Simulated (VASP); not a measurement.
Input of a VASP 6.6.1 run:

Contents of INCAR:

```
SYSTEM = CdTe
ALGO = Normal
EDIFF = 1E-7
EDIFFG = -0.001
ENCUT = 600
GGA = PS
IBRION = 2
ISIF = 3
ISMEAR = 0
LASPH = .TRUE.
LCHARG = .FALSE.
LREAL = .FALSE.
LWAVE = .FALSE.
NELM = 100
NSW = 80
PREC = Accurate
PSTRESS = 200.0
SIGMA = 0.01
```

File KPOINTS:

```
k-points
0
G
  8 8 8
  0 0 0
```

File POSCAR:

```
CdTe
1.0
    0.0000000000      3.2446715256      3.2446715256
    3.2446715256      0.0000000000      3.2446715256
    3.2446715256      3.2446715256      0.0000000000
Cd Te
1 1
Direct
    0.0000000000      0.0000000000      0.0000000000
    0.7500000000      0.7500000000      0.7500000000
```

Potentials or basis: VASP PAW PBE potentials, release 64 (Cd, Te).

The run is started by

```sh
$ cat potpaw_PBE.64/Cd/POTCAR potpaw_PBE.64/Te/POTCAR > POTCAR
$ mpirun -np 1 vasp_std > vasp.out
```

Problem. Estimate the band gap on the k mesh.

Solution. 1.44 eV, direct.

Problem. Predict the space group after relaxing (to 0.05 Å).

Solution. F-43m (No. 216).

Problem. Predict the relaxed volume.

Solution. 26.44 Å³/atom.

Final structure:
```
Cd Te
1.0
     0.00000    2.97910    2.97910
     2.97910    0.00000    2.97910
     2.97910    2.97910    0.00000
Cd Te
1 1
Direct
  0.00000 0.00000 0.00000
  0.75000 0.75000 0.75000
```

Caveat: the cell is relaxed towards a set pressure, so the enthalpy falls and the energy may rise; the volume moved by over 15 % at a fixed basis, so the end points are rough; the PAW data sets were made with another functional, which shifts forces and pressure a little; spin-orbit coupling is left out, which moves the levels of the heavy elements. A k mesh can miss the band edges.
